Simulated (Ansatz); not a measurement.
TaSi2, 9 atoms in the cell. The structure is hexagonal, space group P6_222 (No. 180). Conventional cell: a = 4.780 Å, b = 4.780 Å, c = 6.564 Å, α = 90.00°, β = 90.00°, γ = 120.00°. Ta (site symmetry 222) has 10 Si at 2.59 to 2.76 Å as nearest neighbours. Si (site symmetry 2) is surrounded by 5 Si at 2.59 to 2.76 Å and 5 Ta at 2.59 to 2.76 Å. 

- Program: Ansatz 0.2.0
- Task: relaxation of cell and atoms
- Functional: PBE
- Potentials or basis: Ansatz PAW
- Cutoff: 420 eV (not typed: the program's choice for these potentials)
- k mesh: 7 × 7 × 4
- Occupations: fermi-dirac, width 0.05 eV
- Spin: no spin polarisation

Potentials or basis: Ansatz PAW.

Launch:

```bash
$ ansatz run input.yaml --threads 4 --pin off --max-ram 11264MiB --backend cpu --events-out ev --progress --plain --runs-dir out
```

Hardware: 4 threads of Arm Neoverse V1, with other jobs on the host.

**Question.** How long does it take, and how much memory?

**Answer.** Run time: 20 s on 4 threads of Arm Neoverse V1, with other jobs on the host, peak memory 0.48 GiB. Counts: scf iterations 24, plane waves 2543, k points 24, bands 41, ion steps 5.
